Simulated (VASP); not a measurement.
# LiF (P6_3mc) in VASP: single point with LDA

Aim: the single point of LiF with LDA.

Program: VASP 6.6.1. These are calculated values, not measurements. Logs are shortened: lines on timing, memory, paths and dates and some standing lists are left out, and cuts for length are marked.

### 1 The structure

The structure is hexagonal, space group P6_3mc (No. 186). Conventional cell: a = 3.061 Å, b = 3.061 Å, c = 4.807 Å, α = 90.00°, β = 90.00°, γ = 120.00°. Li (site symmetry 3m) has 4 F at 1.85 to 1.86 Å as nearest neighbours. F (site symmetry 3m) has 4 Li at 1.85 to 1.86 Å as nearest neighbours.

Measurements of this composition are mostly on another form, of space group No. 225.

### 2 Single point, LDA

INCAR

```
SYSTEM = LiF
PREC = Accurate ; ENCUT = 520
EDIFF = 1E-6 ; ISMEAR = 0
SIGMA = 0.05 ; LREAL = .False.
LASPH = .True. ; NELM = 100
ALGO = Normal ; ISIF = 2
LWAVE = .False. ; LCHARG = .False.
GGA = CA ; NBANDS = 18
```

KPOINTS

```
Automatic mesh
0
Gamma
  9 9 6
  0 0 0
```

POSCAR

```
LiF
1.0
    3.0609398175      0.0000000000      0.0000000000
   -1.5304699087      2.6508516414      0.0000000000
    0.0000000000      0.0000000000      4.8073245700
Li F
2 2
Direct
    0.3333333333      0.6666666667      0.3811542600
    0.6666666667      0.3333333333      0.8811542600
    0.3333333333      0.6666666667      0.9938437400
    0.6666666667      0.3333333333      0.4938437400
```

Potentials or basis: VASP PAW LDA potentials, release 64 (Li_sv, F).

Started as:

```
> cat potpaw_LDA.64/Li_sv/POTCAR potpaw_LDA.64/F/POTCAR > POTCAR
> mpirun -np 1 vasp_std > vasp.out
```

OUTCAR:

```text
SYSTEM = LiF
   PREC = Accurate
   ENCUT = 520
   EDIFF = 1E-6
   ISMEAR = 0
   LREAL = .False.
   LASPH = .True.
   NELM = 100
   ISIF = 2
   GGA = CA

 ion  position               nearest neighbor table
   1  0.333  0.667  0.381-   4 1.85   4 1.85   4 1.85   3 1.86
   2  0.667  0.333  0.881-   3 1.85   3 1.85   3 1.85   4 1.86
   3  0.333  0.667  0.994-   2 1.85   2 1.85   2 1.85   1 1.86
   4  0.667  0.333  0.494-   1 1.85   1 1.85   1 1.85   2 1.86

  LATTYP: Found a hexagonal cell.
 ALAT       =     3.0609398175
 C/A-ratio  =     1.5705387419

  Lattice vectors:

 A1 = (   3.0609398175,   0.0000000000,   0.0000000000)
 A2 = (  -1.5304699087,   2.6508516414,   0.0000000000)
 A3 = (   0.0000000000,   0.0000000000,   4.8073245700)

Analysis of symmetry for initial positions (statically):
=====================================================================
 Subroutine PRICEL returns:
 Original cell was already a primitive cell.

 Routine SETGRP: Setting up the symmetry group for a
 hexagonal supercell.

 Subroutine GETGRP returns: Found 12 space group operations
 (whereof  6 operations were pure point group operations)
 out of a pool of 24 trial point group operations.

The static configuration has the point symmetry C_3v.
 The point group associated with its full space group is C_6v.

Analysis of symmetry for dynamics (positions and initial velocities):
=====================================================================
 Subroutine PRICEL returns:
 Original cell was already a primitive cell.

 Routine SETGRP: Setting up the symmetry group for a
 hexagonal supercell.

 Subroutine GETGRP returns: Found 12 space group operations
 (whereof  6 operations were pure point group operations)
 out of a pool of 24 trial point group operations.

The dynamic configuration has the point symmetry C_3v.
 The point group associated with its full space group is C_6v.

 Subroutine INISYM returns: Found 12 space group operations
 (whereof  6 operations are pure point group operations),
 and found     1 'primitive' translations

----------------------------------------------------------------------------------------

                                     Primitive cell

  volume of cell :      39.0071

  direct lattice vectors                    reciprocal lattice vectors
     3.060939817  0.000000000  0.000000000     0.326697047  0.188618628  0.000000000
    -1.530469909  2.650851641  0.000000000     0.000000000  0.377237256  0.000000000
     0.000000000  0.000000000  4.807324570     0.000000000  0.000000000  0.208015911

  length of vectors
     3.060939817  3.060939817  4.807324570     0.377237256  0.377237256  0.208015911

  position of ions in fractional coordinates (direct lattice)
     0.333333333  0.666666667  0.381154260
     0.666666667  0.333333333  0.881154260
     0.333333333  0.666666667  0.993843740
     0.666666667  0.333333333  0.493843740

  ion indices of the primitive-cell ions
   primitive index   ion index
                 1           1
                 2           2
                 3           3
                 4           4

----------------------------------------------------------------------------------------

 KPOINTS: Automatic mesh

Automatic generation of k-mesh.
 Grid dimensions read from file:
 generate k-points for:    9    9    6

 Generating k-lattice:

  Cartesian coordinates                     Fractional coordinates (reciprocal lattice)
     0.036299672  0.020957625  0.000000000     0.111111111  0.000000000  0.000000000
     0.000000000  0.041915251  0.000000000     0.000000000  0.111111111  0.000000000
     0.000000000  0.000000000  0.034669319     0.000000000  0.000000000  0.166666667

  Length of vectors
     0.041915251  0.041915251  0.034669319

  Shift w.r.t. Gamma in fractional coordinates (k-lattice)
     0.000000000  0.000000000  0.000000000

 Subroutine IBZKPT returns following result:
 ===========================================

 Found     48 irreducible k-points:

 Following reciprocal coordinates:
            Coordinates               Weight
  0.000000  0.000000  0.000000      1.000000
  0.111111 -0.000000  0.000000      6.000000
  0.222222  0.000000  0.000000      6.000000
  0.333333 -0.000000  0.000000      6.000000
  0.444444  0.000000  0.000000      6.000000
  0.111111  0.111111  0.000000      6.000000
[... 16 lines left out ...]
  0.333333  0.222222  0.166667     24.000000
  0.333333  0.333333  0.166667      4.000000
 [... further k-points ...]
   k-points           NKPTS =     48   k-points in BZ     NKDIM =     48   number of bands    NBANDS=     18
   number of dos      NEDOS =    301   number of ions     NIONS =      4
   total plane-waves  NPLWV =  20736
   dimension x,y,z NGX =    24 NGY =   24 NGZ =   36
   dimension x,y,z NGXF=    48 NGYF=   48 NGZF=   72
   ions per type =               2   2
   NGX,Y,Z   is equivalent  to a cutoff of  13.03, 13.03, 12.45 a.u.
   NGXF,Y,Z  is equivalent  to a cutoff of  26.07, 26.07, 24.90 a.u.
 SYSTEM =  LiF
   PREC   = accura    normal or accurate (medium, high low for compatibility)
   ISTART =      0    job   : 0-new  1-cont  2-samecut
   ICHARG =      2    charge: 1-file 2-atom 10-const
   ISPIN  =      1    spin polarized calculation?
   LNONCOLLINEAR =      F non collinear calculations
   LSORBIT =      F    spin-orbit coupling
   LASPH  =      T    aspherical Exc in radial PAW
   ENCUT  =  520.0 eV  38.22 Ry    6.18 a.u.   5.69  5.69  8.94*2*pi/ulx,y,z
   NELM   =    100;   NELMIN=  2; NELMDL= -5     # of ELM steps
   EDIFF  = 0.1E-05   stopping-criterion for ELM
   LREAL  =      F    real-space projection
   EDIFFG = 0.1E-04   stopping-criterion for IOM
   NSW    =      0    number of steps for IOM
   IBRION =     -1    ionic relax: 0-MD 1-quasi-New 2-CG
   NFREE  =      0    steps in history (QN), initial steepest desc. (CG)
   ISIF   =      2    stress and relaxation
   ISYM   =      2    0-nonsym 1-usesym 2-fastsym
   POTIM  = 0.5000    time-step for ionic-motion
   TEBEG  =    0.0;   TEEND  =   0.0 temperature during run
   PSTRESS=    0.0 pullay stress
   NELECT =      20.0000    total number of electrons
   NUPDOWN=      -1.0000    fix difference up-down
   EMIN   =  10.00;   EMAX   =-10.00  energy-range for DOS
   EFERMI =   0.00;   METHOD = LEGACY
   ISMEAR =     0;   SIGMA  =   0.05  broadening in eV -4-tet -1-fermi 0-gaus
   EFERMI_NEDOS =   21; number of points for ismear=-14 and -15
   IALGO  =     38    algorithm
   IMIX   =      4    mixing-type and parameters
     AMIX     =   0.40;   BMIX     =  1.00
     AMIX_MAG =   1.60;   BMIX_MAG =  1.00
  volume/ion in A,a.u.               =       9.75        65.81
  Fermi-wavevector in a.u.,A,eV,Ry     =   1.310299  2.476105 23.359603  1.716882
  Thomas-Fermi vector in A             =   2.440838
   LORBIT       =      0    0 simple, 1 ext, 2 COOP (PROOUT), +10 PAW based schemes
   GGA     = CA    functional components
   LHFCALC =     F    Hartree Fock is set to
   AEXX    =    0.0000 exact exchange contribution
   IVDW    =     0    specifies the selected vdW correction
   LEPSILON=     F    determine dielectric tensor
   LRPA    =     F    only Hartree local field effects (RPA)
 non-spin polarized calculation
 Gauss-broadening in eV      SIGMA  =   0.05
  energy-cutoff  :      520.00
  volume of cell :       39.01
 maximum number of plane-waves:      1085
 NGX is ok and might be reduce to    24
   NGX = 11   NGY = 11   NGZ = 17

 number of electron      20.0000020 magnetization

 Free energy of the ion-electron system (eV)
  ---------------------------------------------------
  ext. energy  EPLUGINS =         0.00000000
  ---------------------------------------------------
  free energy    TOTEN  =       -20.79350077 eV

  energy without entropy =      -20.79350077  energy(sigma->0) =      -20.79350077

 E-fermi :  -2.3554     XC(G=0):  -9.6274

 val. band max:       -2.6910146173   @ k =   0.0000   0.0000   0.0000
 cond. band min:       4.8970529580   @ k =   0.0000   0.0000   0.0000
 fundamental gap:      7.5880675754
 Fermi energy:        -2.3553804508

 k-point     1 :       0.0000    0.0000    0.0000
  band No.  band energies     occupation
      1     -41.9444      2.00000
      2     -41.8926      2.00000
      3     -21.7336      2.00000
      4     -21.4837      2.00000
      5      -4.9842      2.00000
      6      -3.1793      2.00000
[... 10 lines left out ...]
     17      16.6593      0.00000
     18      17.3261      0.00000

 k-point     2 :       0.1111   -0.0000    0.0000
  band No.  band energies     occupation
      1     -41.9396      2.00000
      2     -41.8905      2.00000
      3     -21.7166      2.00000
      4     -21.4792      2.00000
      5      -4.9189      2.00000
      6      -3.3181      2.00000
[... 10 lines left out ...]
     17      16.8251      0.00000
     18      17.3274      0.00000

 k-point     3 :       0.2222    0.0000    0.0000
  band No.  band energies     occupation
      1     -41.9270      2.00000
      2     -41.8859      2.00000
      3     -21.6709      2.00000
      4     -21.4713      2.00000
      5      -4.7531      2.00000
      6      -3.7113      2.00000
[... 10 lines left out ...]
     17      16.8903      0.00000
     18      17.1569      0.00000

 k-point     4 :       0.3333   -0.0000    0.0000
  band No.  band energies     occupation
      1     -41.9116      2.00000
      2     -41.8818      2.00000
      3     -21.6110      2.00000
      4     -21.4688      2.00000
      5      -4.6622      2.00000
      6      -4.0289      2.00000
[... 375 lines left out ...]
      4     -21.4789      2.00000
      5      -4.4926      2.00000
      6      -4.3887      2.00000
[... 10 lines left out ...]
     17      16.8811      0.00000
     18      18.0163      0.00000

 k-point    23 :       0.3333    0.2222    0.1667
  band No.  band energies     occupation
      1     -41.8926      2.00000
      2     -41.8825      2.00000
      3     -21.5334      2.00000
      4     -21.4869      2.00000
      5      -4.7546      2.00000
      6      -4.1704      2.00000
[... 10 lines left out ...]
     17      16.2398      0.00000
     18      18.3484      0.00000

 k-point    24 :       0.3333    0.3333    0.1667
  band No.  band energies     occupation
      1     -41.8858      2.00000
      2     -41.8858      2.00000
      3     -21.5039      2.00000
      4     -21.5039      2.00000
      5      -4.8133      2.00000
      6      -3.9716      2.00000
[... 10 lines left out ...]
     17      15.6424      0.00000
     18      18.2810      0.00000

 [... further k-points ...]

------------------------ aborting loop because EDIFF is reached ----------------------------------------

  FORCE on cell =-STRESS in cart. coord.  units (eV):
  Direction    XX          YY          ZZ          XY          YZ          ZX
  --------------------------------------------------------------------------------------
  -------------------------------------------------------------------------------------
  Total       -0.7267663     -0.7267663     -0.8326045     -0.0000000      0.0000000      0.0000000
  in kB      -29.8511928    -29.8511928    -34.1983927     -0.0000000      0.0000000      0.0000000
  external PRESSURE =     -31.3002595 kB  Pullay stress =       0.0000000 kB

 VOLUME and BASIS-vectors are now :
 -----------------------------------------------------------------------------
  energy-cutoff  :      520.00
  volume of cell :       39.01
      direct lattice vectors                 reciprocal lattice vectors
     3.060939817  0.000000000  0.000000000     0.326697047  0.188618628  0.000000000
    -1.530469909  2.650851641  0.000000000     0.000000000  0.377237256  0.000000000
     0.000000000  0.000000000  4.807324570     0.000000000  0.000000000  0.208015911

 POSITION                                       TOTAL-FORCE (eV/Angst)
 -----------------------------------------------------------------------------------
     -0.00000      1.76723      1.83233        -0.000000      0.000000     -0.008153
      1.53047      0.88362      4.23599         0.000000     -0.000000     -0.008153
     -0.00000      1.76723      4.77773         0.000000      0.000000      0.008153
      1.53047      0.88362      2.37407        -0.000000     -0.000000      0.008153
 -----------------------------------------------------------------------------------
    total drift:                                0.000001      0.000001     -0.000543

  FREE ENERGIE OF THE ION-ELECTRON SYSTEM (eV)
  ---------------------------------------------------
  free  energy   TOTEN  =       -20.7935007688 eV

  energy  without entropy=      -20.7935007688  energy(sigma->0) =      -20.79350077
```

It took 18 s on 1 thread of AMD EPYC 7R13 (Zen 3), shared host; peak memory 0.11 GiB.

Results:

- Free energy: -20.7935 eV
- Largest force: 0.008 eV/Å
- Band gap on the k mesh: 7.59 eV, direct

Forces in eV/Å, atoms in the order of the input:
```
Li   0.000  0.000 -0.008
Li   0.000  0.000 -0.008
F    0.000  0.000  0.008
F    0.000  0.000  0.008
```

Caveat: the cutoff is under 1.25 times the usual one of these potentials, so pressure, stress and relaxed cells hold a basis-set (Pulay) error; an odd mesh through Γ misses points on the zone boundary, where band edges often lie.
